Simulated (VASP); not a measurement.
A run of VASP 6.6.1 is set up as follows.

INCAR

```
SYSTEM = Hf
  ALGO = Normal
  EDIFF = 1E-7
  ENCUT = 520
  GGA = PE
  ISIF = 2
  ISMEAR = -1
  LASPH = .TRUE.
  LCHARG = .FALSE.
  LREAL = .FALSE.
  LWAVE = .FALSE.
  NBANDS = 11
  NELM = 100
  PREC = Accurate
  SIGMA = 0.05
```

The input KPOINTS:

```
k-points
0
G
  10 10 10
  0 0 0
```

The input POSCAR:

```
Hf
1.0
   -1.8050000000      1.8050000000      1.8050000000
    1.8050000000     -1.8050000000      1.8050000000
    1.8050000000      1.8050000000     -1.8050000000
Hf
1
Direct
    0.0000000000      0.0000000000      0.0000000000
```

Potentials or basis: VASP PAW PBE potentials, release 64 (Hf_pv).

Launch:

```console
$ cat potpaw_PBE.64/Hf_pv/POTCAR > POTCAR
$ mpirun -np 1 vasp_std > vasp.out
```

Predict the band gap on the k mesh.

none (metal or under the smearing width).

Estimate the pressure.

-5.3 GPa.

The run has no spin-orbit coupling, so splittings on Hf are missing.
